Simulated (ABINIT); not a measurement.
Runs of ABINIT 10.8.3 (patched build) on Ir. The structure is cubic, space group Fm-3m (No. 225). Conventional cell: a = 3.831 Å, b = 3.831 Å, c = 3.831 Å, α = 90.00°, β = 90.00°, γ = 90.00°. Around Ir (site symmetry m-3m) lie 12 Ir at 2.71 Å. 

```tsv
potentials or basis	cutoff (eV)	fine-grid cutoff	V0 of scaled cells (Å³/atom)	B0 (GPa)
SG15 NC PBE v1.2	599	-	14.46	350
PseudoDojo NC SR PBE v0.5 standard	925	-	14.45	351
JTH PAW PBE v2.0	435	870.764 eV	14.47	(a)
SPMS NC PBE v1.0	490	-	14.46	350
PseudoDojo NC SR PBE v0.4.1 standard	925	-	14.45	351
```

Alike in all rows: task equation of state; level PBE; no spin polarisation; cell as given; k mesh 12 × 12 × 12; smearing fermi-dirac 0.05 eV.

Question: Estimate the missing entries.

Answer: (a) 347.

Caveats: pressures at fixed basis lie under the slope of the energies; the atomic spheres overlap (some runs).
